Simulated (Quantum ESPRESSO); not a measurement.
TiB2:

```
Ti B
1.0
     3.02920    0.00000    0.00000
    -1.51460    2.62336    0.00000
     0.00000    0.00000    3.22840
Ti B
1 2
Direct
  0.00000 0.00000 0.00000
  0.66667 0.33333 0.50000
  0.33333 0.66667 0.50000
```

- Program: Quantum ESPRESSO 7.5
- Task: phonons
- Functional: rev-vdW-DF2
- Potentials or basis: GBRV 1.5 PBE
- Cutoff: 612 eV
- Density cutoff: 4898 eV
- k mesh: 8 × 8 × 7
- Occupations: cold, width 0.2 eV
- Spin: no spin polarisation
- Mixing beta: 0.5
- Most SCF iterations: 120
- SCF threshold: 6e-10 Ry

The cell and the atoms were relaxed first, to 8.48 Å³/atom (a = 3.025 Å, b = 3.025 Å, c = 3.211 Å, α = 90.00°, β = 90.00°, γ = 120.00°), and the response was taken there.

Task: What is the highest optical frequency at the zone centre?

Result: 890 cm⁻¹, a mode of symmetry E2g (Raman).

Optical modes at Γ, degenerate ones joined:
```
cm⁻¹  components  symmetry  active in
 516           2       E1u         IR
 522           1       A2u         IR
 550           1       B1g     silent
 890           2       E2g      Raman
```

Caveat: the mesh is thin for the phonons of a metal; the potentials were made for another functional, which shifts forces and pressure; before the sum rule the acoustic modes lie tens of cm⁻¹ from zero, a sign that the density grid also shifts the optical modes.
